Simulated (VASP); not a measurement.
PbSe (Clausthalite):

```
CELL_PARAMETERS angstrom
0.00000 3.06065 3.06065
3.06065 0.00000 3.06065
3.06065 3.06065 0.00000
ATOMIC_POSITIONS crystal
Pb 0.00000 0.00000 0.00000
Se 0.50000 0.50000 0.50000
```

* Program: VASP 6.6.1
* Task: relaxation of cell and atoms
* Functional: BLYP
* Potentials or basis: VASP PAW PBE potentials, release 64 (Pb_d, Se)
* Cutoff: 600 eV
* k mesh: 8 × 8 × 8
* Occupations: fermi-dirac, width 0.05 eV
* Spin: no spin polarisation

At the start: pressure 6.1 GPa; volume 28.67 Å³/atom.

Where does the relaxation end?

Over 3 steps the energy falls by 60.7 meV/atom and the volume is 32.20 Å³/atom (+12.3 %); space group Fm-3m (No. 225, to 0.05 Å).

The path:
| step | energy change (eV) | largest force (eV/Å) | pressure (GPa) | volume (Å³) |
| --- | --- | --- | --- | --- |
| 1 | 0.0000 | 0.0000 | 6.09 | 57.34 |
| 2 | -0.1106 | 0.0000 | -1.37 | 66.87 |
| 3 | -0.1213 | 0.0000 | 0.02 | 64.40 |

Final structure:
```
Pb Se
1.0
     0.00000    3.18134    3.18134
     3.18134    0.00000    3.18134
     3.18134    3.18134    0.00000
Pb Se
1 1
Cartesian
  0.0000 0.0000 0.0000
  3.1813 3.1813 3.1813
```

The cell as given is a measured one (28.67 Å³/atom); BLYP puts the equilibrium volume +12.3 % from it, thermal expansion not counted.

Caveat: the PAW data sets were made with another functional, which shifts forces and pressure a little; the volume moved by +12 % from the deposited cell, more than functionals usually miss.
